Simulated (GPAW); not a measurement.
Runs of GPAW 26.7.0 on AlCo. The structure is cubic, space group Pm-3m (No. 221). The conventional cell has a = 2.819 Å, b = 2.819 Å, c = 2.819 Å, α = 90.00°, β = 90.00°, γ = 90.00°. Around Co (site symmetry m-3m) lie 8 Al at 2.44 Å. Al (site symmetry m-3m) has 8 Co at 2.44 Å as nearest neighbours. The cell is a database's computed one.

```csv
task,level,potentials or basis,U,cell,k mesh,optimizer,fmax,max steps,band path,band points,pressure (GPa),moment (μB),V0 of scaled cells (Å³/atom),B0 (GPa)
relaxation of cell and atoms,SCAN,"GPAW PAW data sets (gpaw-data 1.2.1), pw",-,relaxed,8 × 8 × 8,BFGS,0.02 eV/Å,60,-,-,0.0,0.14,-,-
band structure,PBEsol+U,"PAW data sets generated in the run's folder for this functional, pw",Co d U = 8 eV,as given,9 × 9 × 9,-,-,-,"GXMGRX,MR",100,32.7,1.59,-,-
equation of state,PBEsol,"PAW data sets generated in the run's folder for this functional, pw",-,as given,9 × 9 × 9,-,-,-,-,-,-,-,11.33,194
band structure,PBEsol+U,"PAW data sets generated in the run's folder for this functional, pw",Co d U = 3 eV,as given,9 × 9 × 9,-,-,-,"GXMGRX,MR",100,0.9,(a),-,-
band structure,PBEsol+U,"PAW data sets generated in the run's folder for this functional, pw",Co d U = 6 eV,as given,9 × 9 × 9,-,-,-,"GXMGRX,MR",100,(c),(b),-,-
band structure,PBEsol+U,"PAW data sets generated in the run's folder for this functional, pw",Co d U = 2 eV,as given,9 × 9 × 9,-,-,-,"GXMGRX,MR",100,0.2,0.06,-,-
band structure,PBEsol+U,"PAW data sets generated in the run's folder for this functional, pw",Co d U = 4 eV,as given,9 × 9 × 9,-,-,-,"GXMGRX,MR",100,(d),0.62,-,-
equation of state,PBE,"GPAW PAW data sets (gpaw-data 1.2.1), pw",-,as given,9 × 9 × 9,-,-,-,-,-,-,-,11.67,179
```

Alike in all rows: spin collinear, ferromagnetic start; cutoff (eV) 600; smearing fermi-dirac 0.05 eV.

Task: Fill in the values left out.

Result: (a) 0.24; (b) 1.41; (c) 25.8; (d) 5.9.

Caveats: the U is typed as a test and isn't derived for this compound (some runs); each step starts from the last one's moments, so a moment once lost doesn't come back (some runs); later steps reuse the first step's grids (some runs); the PAW data sets were made with another functional, which shifts forces and pressure a little (some runs); a pressure of tens of GPa on the cell as given is suspect, and the run, the potentials or the cell itself is likely at fault (some runs).

Not every run made on this cell is shown here.
